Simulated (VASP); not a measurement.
## A VASP 6.6.1 single-point calculation on BeTe

INCAR

```
SIGMA = 0.02
IBRION = -1
LASPH = .TRUE.
NSW = 0
LWAVE = .FALSE.
LREAL = .FALSE.
NELMIN = 8
EDIFF = 0.001
PREC = Accurate
GGA = PE
NELM = 120
ISIF = 2
ISMEAR = -1
LCHARG = .FALSE.
ENCUT = 520
NBANDS = 11
```

KPOINTS

```
KPOINTS created by Atomic Simulation Environment
0
Gamma
8 8 8
0 0 0
```

POSCAR

```
Be Te
 1.0000000000000000
     0.0000000000000000    2.8286236223999999    2.8851960947999999
     2.8286236223999999    0.0000000000000000    2.8851960947999999
     2.8286236223999999    2.8286236223999999    0.0000000000000000
 Be  Te
   1   1
Cartesian
  0.0000000000000000  0.0000000000000000  0.0000000000000000
  1.4143118111999997  1.4143118111999997  1.4425980474000000
```

The recommended PBE PAW datasets give the neutral cell 8 valence electrons.

Command

```
mpirun -np 1 vasp_std
```

Question: Predict the outcome of this run.

Answer: It converged. Results: gap between bands v and c on the k mesh 1.96 eV; least direct gap on the k mesh 3.53 eV; pressure -0.8 GPa. Band v is the last that the valence electrons fill when counted band by band, and c is the next.

OSZICAR

```
N       E                     dE             d eps       ncg     rms          rms(c)
DAV:   1     0.191588087192E+02    0.19159E+02   -0.32141E+03  1298   0.579E+02
DAV:   2    -0.659665082604E+01   -0.25755E+02   -0.24753E+02  1682   0.914E+01
DAV:   3    -0.771777646957E+01   -0.11211E+01   -0.11188E+01  1734   0.203E+01
DAV:   4    -0.772910236408E+01   -0.11326E-01   -0.11325E-01  1539   0.228E+00
DAV:   5    -0.772933437177E+01   -0.23201E-03   -0.23201E-03  1647   0.321E-01    0.393E+00
DAV:   6    -0.764549551299E+01    0.83839E-01   -0.95520E-02  1507   0.123E+00    0.237E+00
DAV:   7    -0.761964363520E+01    0.25852E-01   -0.88344E-02  1510   0.130E+00    0.422E-01
DAV:   8    -0.762038476311E+01   -0.74113E-03   -0.55219E-03  1481   0.422E-01
   1 F= -.76203848E+01 E0= -.76203848E+01  d E =-.129127E-10
```

Standard output (part)

```
POSCAR found type information on POSCAR BeTe
 POSCAR found :  2 types and       2 ions
 LDA part: xc-table for (Slater+PW92), standard interpolation
 POSCAR, INCAR and KPOINTS ok, starting setup
 WAVECAR not read
 entering main loop
```

For comparison, a separate PBE run of the intended cell, on usual settings and not on those above, gives a gap of 1.98 eV on its mesh and a pressure of -0.8 GPa.
